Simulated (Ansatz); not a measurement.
Runs of Ansatz 0.2.0 on MnO2. It takes space group P-3m1 (No. 164, trigonal). Conventional cell: a = 2.857 Å, b = 2.857 Å, c = 4.601 Å, α = 90.00°, β = 90.00°, γ = 120.00°. Around Mn (site symmetry -3m) lie 6 O at 1.90 Å. O (site symmetry 3m) is surrounded by 3 Mn at 1.90 Å. Measurements of this composition are mostly on another form, of space group No. 136.

```csv
task,level,k mesh,cutoff (eV),smearing,points for each segment of the path,mesh quality,gap on the mesh (eV),pressure (GPa),moment (μB),V0 of scaled cells (Å³/atom),B0 (GPa),largest force (eV/Å)
band structure,LDA,11 × 11 × 6,420,fermi-dirac 0.05 eV,14,not flagged,(d),-8.9,3.00,-,-,0.55
band structure,PBEsol,11 × 11 × 6,420,fermi-dirac 0.05 eV,14,not flagged,(c),-2.2,3.00,-,-,0.16
equation of state,LDA,11 × 11 × 6,420,fermi-dirac 0.05 eV,-,not flagged,-,-,-,(a),(b),-
equation of state,r2SCAN,11 × 11 × 6,500,fermi-dirac 0.05 eV,-,not flagged,-,-,-,10.80,207,-
band structure,PBE,11 × 11 × 6,420,fermi-dirac 0.05 eV,14,not flagged,0.85,4.8,3.00,-,-,0.22
band structure,PBE0,6 × 6 × 4,420,fermi-dirac 0.05 eV,4,coarse,4.29,-3.1,3.00,-,-,0.45
phonons,PBE,10 × 10 × 6,420,gaussian 0.01 eV,-,not flagged,0.84,-,3.00,-,-,-
```

Alike in all rows: potentials or basis Ansatz PAW; spin collinear, ferromagnetic start; cell as given.

Problem. Fill in the values left out.

Solution. (a) 10.38; (b) 225; (c) 0.73; (d) 0.44.

Caveats: some runs use coarse meshes; a cell with one magnetic atom can't hold antiferromagnetic order, which such compounds often take (some runs); the PAW data sets come from PBE, with cores solved anew for the run's functional, which leaves a small shift of forces and pressure (some runs); the cell was scaled at fixed shape and fractional positions, which overstates the stiffness of a crystal with free parameters, most of all of layers and chains (some runs); the magnetic or orbital state may not be the lowest (some runs); the PAW data sets were made with another functional, which shifts forces and pressure a little (some runs); the thresholds are loose for stress (some runs).

A k mesh can miss the band edges.
